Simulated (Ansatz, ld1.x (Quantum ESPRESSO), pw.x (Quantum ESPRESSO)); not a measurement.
## Equation-of-state test of one TM potential (La (Z = 57))

```
Element                 : lanthanum
Generator               : ld1.x (Quantum ESPRESSO) 7.5
Type                    : norm-conserving Troullier–Martins (Kleinman–Bylander form)
Functional              : PBE
Relativity              : scalar-relativistic
Frozen core             : [Xe]
Valence charge          : 3
Reference configuration : 4f0 5d1 6s2 6p0
Partial waves           : 6s (bound): rc 3.05 bohr; 5d (bound): rc 3.50 bohr; 4f (bound, empty): rc 1.25 bohr; 6p (bound, empty): rc 3.40 bohr
Local potential         : the p channel
Core correction         : none
```

Crystal test: bcc La in pw.x 7.5, no spin, 11³ k-points, Fermi–Dirac smearing 0.01 Ry, cutoffs 35/140 Ry. The lattice is a test structure that the element need not adopt, and mesh and smearing are coarse.

pw.x input:

```
&control
  calculation='scf', prefix='x', pseudo_dir='./', outdir='./tmp', tstress=.true., disk_io='none'
/
&system
  ibrav=0, nat=1, ntyp=1, ecutwfc=35, ecutrho=140, nbnd=8,
  occupations='smearing', smearing='fd', degauss=0.01
/
&electrons
  conv_thr=1e-09, mixing_beta=0.4, electron_maxstep=70
/
ATOMIC_SPECIES
La 1.0 La.UPF
CELL_PARAMETERS angstrom
  -2.11439468 2.11439468 2.11439468
  2.11439468 -2.11439468 2.11439468
  2.11439468 2.11439468 -2.11439468
ATOMIC_POSITIONS crystal
La 0.0000 0.0000 0.0000
K_POINTS automatic
11 11 11 0 0 0
```

```bash
pw.x < La.scf.in > La.scf.out
```

Question: How does the run end?

Answer: It converges; the pressure is 18.56 GPa against 0.21 GPa from all-electron LAPW. This is a poor potential for the solid. Note: ghost state, extra bound levels that the all-electron valence spectrum of the same l lacks: s at -57.6 eV. A true bound ghost makes a file unfit for plane-wave use. Atomic configuration tests: 2 of 7 tests not solved or not reliable. The log shows:

```
     charge density cutoff     =     140.0000  Ry
     scf convergence threshold =      1.0E-09
     Exchange-correlation= PBE
     number of k points=    56  Fermi-Dirac smearing, width (Ry)=  0.0100
     iteration #  1     ecut=    35.00 Ry     beta= 0.40
     total energy              =     -10.19378208 Ry
     estimated scf accuracy    <       1.74299660 Ry
     iteration #  2     ecut=    35.00 Ry     beta= 0.40
     total energy              =      -9.79984910 Ry
     estimated scf accuracy    <       0.59977135 Ry
     iteration #  3     ecut=    35.00 Ry     beta= 0.40
     total energy              =      -9.84304138 Ry
     estimated scf accuracy    <       0.00312705 Ry
     iteration #  4     ecut=    35.00 Ry     beta= 0.40
     total energy              =      -9.84351952 Ry
     estimated scf accuracy    <       0.00039998 Ry
     iteration #  5     ecut=    35.00 Ry     beta= 0.40
     total energy              =      -9.84352715 Ry
     estimated scf accuracy    <       0.00001683 Ry
     iteration #  6     ecut=    35.00 Ry     beta= 0.40
     total energy              =      -9.84352925 Ry
     estimated scf accuracy    <       0.00000010 Ry
     iteration #  7     ecut=    35.00 Ry     beta= 0.40
     total energy              =      -9.84352931 Ry
     estimated scf accuracy    <       0.00000001 Ry
     iteration #  8     ecut=    35.00 Ry     beta= 0.40
     the Fermi energy is     4.3554 ev
!    total energy              =      -9.84352931 Ry
     estimated scf accuracy    <          2.1E-10 Ry
     smearing contrib. (-TS)   =      -0.00586823 Ry
     The total energy is F=E-TS. E is the sum of the following terms:
     one-electron contribution =      -5.13246284 Ry
     hartree contribution      =       1.47890096 Ry
     xc contribution           =      -2.08548056 Ry
     ewald contribution        =      -4.09861863 Ry
     convergence has been achieved in   8 iterations
          total   stress  (Ry/bohr**3)                   (kbar)     P=      185.63
     Message from routine punch:
     Nothing written, as per user request (disk_io='none')
```
